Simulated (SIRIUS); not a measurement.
HfN in SIRIUS: the effect of strain

The system is HfN.

```
Hf N
1.0
     2.71203    0.00000    0.00000
     0.00000    2.82503    0.00000
     0.00000    0.00000    2.82503
Hf N
1 1
Cartesian
  1.3560 1.4125 1.4125
  0.0000 0.0000 0.0000
```

The cell was built by a generator and needn't be a form met in nature.

The cell isn't the ideal one: strain = -0.04 (xx).

Alike in all runs:

```yaml
Program: SIRIUS 7.10.0
Task: single point
Functional: PBE
Potentials_or_basis: PseudoDojo 0.4.1 PBE standard (scalar relativistic)
Cutoff: 1152 eV
Density_cutoff: 4606 eV
k_mesh: 9 × 9 × 9
Occupations: fermi-dirac, width 0.05 eV
Spin: no spin polarisation
Strain_kind: xx
Libxc_names: "[\"XC_GGA_X_PBE\", \"XC_GGA_C_PBE\"]"
Energy_tol: 1e-08 Ha
Density_tol: 1e-06
Mixer: anderson
Mixing_beta: 0.7
Max_scf: 100
```

**Question.** One run gave: pressure -2.6 GPa. Which strain did it use?
A. -4 % (xx)
B. -1 % (xx)
C. +2 % (xx)
D. +4 % (xx)
E. +1 % (xx)

**Answer.** E.

| strain | pressure (GPa) |
| --- | --- |
| -4 % (xx) | 10.4 |
| -2 % (xx) | 4.7 |
| -1 % (xx) | 2.1 |
| +0 % (xx) | -0.3 |
| +1 % (xx) | -2.6 |
| +2 % (xx) | -4.6 |
| +4 % (xx) | -8.3 |
